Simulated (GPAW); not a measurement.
SiC:

```
Si C
1.0
     3.07569    0.00000    0.00000
    -1.53785    2.66363    0.00000
     0.00000    0.00000   10.07065
Si C
4 4
Direct
  0.00000 0.00000 0.18789
  0.00000 0.00000 0.68789
  0.33333 0.66667 0.43784
  0.66667 0.33333 0.93784
  0.00000 0.00000 0.00046
  0.00000 0.00000 0.50046
  0.33333 0.66667 0.24980
  0.66667 0.33333 0.74980
```

The cell is a database's computed one.

Base run:

| Property | Result |
| --- | --- |
| Program | GPAW 26.7.0 |
| Functional | vdW-DF-cx |
| Potentials or basis | GPAW PAW data sets (gpaw-data 1.2.1) |
| Cutoff | 800 eV |
| Basis | pw |
| k mesh | 6 × 6 × 2 |
| Occupations | fermi-dirac, width 0.05 eV |
| Spin | no spin polarisation |

Its results: band gap on the k mesh 2.19 eV, indirect (least direct gap 3.32 eV); largest force 0.008 eV/Å.

**Question.** The run is repeated on the same cell with these changes: functional from vdW-DF-cx to vdW-DF2. What comes out?

**Answer.** Band gap on the k mesh 2.73 eV, indirect (least direct gap 3.83 eV); largest force 0.030 eV/Å.

Caveats: the PAW data sets were made with another functional, which shifts forces and pressure a little.

Not every run made on this cell is shown here.
